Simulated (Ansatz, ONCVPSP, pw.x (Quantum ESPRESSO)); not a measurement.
Ga (Z = 31): does the ONCV potential hold in the solid?

```
Element                 : Ga
Generator               : ONCVPSP 4.0.1.1 (patched build)
Type                    : optimised norm-conserving Vanderbilt (ONCV)
Functional              : LDA (Perdew-Wang 92)
Relativity              : scalar-relativistic
Frozen core             : [Ar] 3d10
Valence charge          : 3
Reference configuration : 4s2 4p1
Partial waves           : 4s: rc 2.10 bohr, ncon 4, nbas 7, qcut 3.7 1/bohr, 3 projectors, debl 2.1 Ha; 4p: rc 2.15 bohr, ncon 4, nbas 8, qcut 4.4 1/bohr, 2 projectors, debl 2 Ha; d scattering state at 0.05 Ha: rc 2.05 bohr, ncon 4, nbas 7, qcut 5.3 1/bohr, 2 projectors, debl 4 Ha
Local potential         : polynomial inside 1.65 bohr (lpopt 5, dvloc0 -1 Ha)
Core correction         : polynomial model core, fcfact 0.75
```

Crystal test: fcc Ga in pw.x 7.5, no spin, 14³ k-points, Fermi–Dirac smearing 0.01 Ry, cutoffs 50/200 Ry. The reference is all-electron LAPW (Ansatz 0.2.0) with the same functional, mesh and smearing; V0 and B0 come from Birch–Murnaghan fits to the pressures at five volumes. Errors are pseudo minus all-electron; Δ is the rms difference of the E(V) curves that follow from these fits, minima aligned, over ±6 % about the mean V0. Mesh and smearing are coarse, so the numbers serve the comparison and aren't converged zero-temperature values; the lattice is a test structure that the element need not adopt.

All-electron: a0 = 4.093 Å (V0 = 17.15 Å³/atom), B0 = 65.0 GPa.

Question: How far does the potential miss the all-electron equation of state?

Answer: mean pressure error (GPa): -0.72; a0 (Å): 4.079; a0 error (%): -0.36; B0 error (%): +5.3; Δ (meV/atom): 2.7.

```json
{"V (Å³/atom)": "16.293", "P all-electron (GPa)": "3.76", "P pseudo (GPa)": "3.03"}
{"V (Å³/atom)": "16.721", "P all-electron (GPa)": "1.73", "P pseudo (GPa)": "1.01"}
{"V (Å³/atom)": "17.150", "P all-electron (GPa)": "-0.02", "P pseudo (GPa)": "-0.74"}
{"V (Å³/atom)": "17.579", "P all-electron (GPa)": "-1.53", "P pseudo (GPa)": "-2.25"}
{"V (Å³/atom)": "18.008", "P all-electron (GPa)": "-2.83", "P pseudo (GPa)": "-3.55"}
```

Question: At the middle volume, how do free energy and pressure move when the wave cutoff is lowered (ecutrho kept at four times it)?

Answer:

```json
{"cutoff (Ry)": "22", "shift of F (meV/atom)": "+75.8", "shift of P (GPa)": "-0.36"}
{"cutoff (Ry)": "30", "shift of F (meV/atom)": "+17.0", "shift of P (GPa)": "+0.05"}
{"cutoff (Ry)": "40", "shift of F (meV/atom)": "+11.4", "shift of P (GPa)": "+0.05"}
```

The run at the middle volume (104 k-points, 6 iterations) took about 6.1 s on one core of a shared host (Neoverse-V2, 96 threads, 371 GiB, load 52).
